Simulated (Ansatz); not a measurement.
Runs of Ansatz 0.2.0 on AlNi3. It takes space group Pm-3m (No. 221, cubic). The conventional cell has a = 3.523 Å, b = 3.523 Å, c = 3.523 Å, α = 90.00°, β = 90.00°, γ = 90.00°. Around Ni (site symmetry 4/mmm) lie 8 Ni at 2.49 Å and 4 Al at 2.49 Å. Al (site symmetry m-3m) is surrounded by 12 Ni at 2.49 Å. The cell is a database's computed one.

```tsv
level	gap on the mesh (eV)	pressure (GPa)	moment (μB)	relaxed volume (Å³/atom)
PBE+D3(BJ)	none	0.0	0.70	(a)
PBE+D3(BJ)-ATM	none	0.0	0.71	11.02
PBE+D4	none	0.0	0.71	10.99
PBE	none	0.0	(b)	11.35
```

Alike in all rows: task relaxation of cell and atoms; potentials or basis Ansatz PAW; spin collinear, ferromagnetic start; cell relaxed; k mesh 8 × 8 × 8; cutoff (eV) 420; smearing fermi-dirac 0.05 eV.

Question: Estimate the missing entries.

Answer: (a) 10.94; (b) 0.73.

Caveats: the plane-wave basis is chosen anew once the cell has moved, so the energies of steps on either side of that aren't comparable; pairwise dispersion overbinds metals, which lowers pressure and volume (some runs).

A gap of «none» marks a metal or a gap under the smearing width.
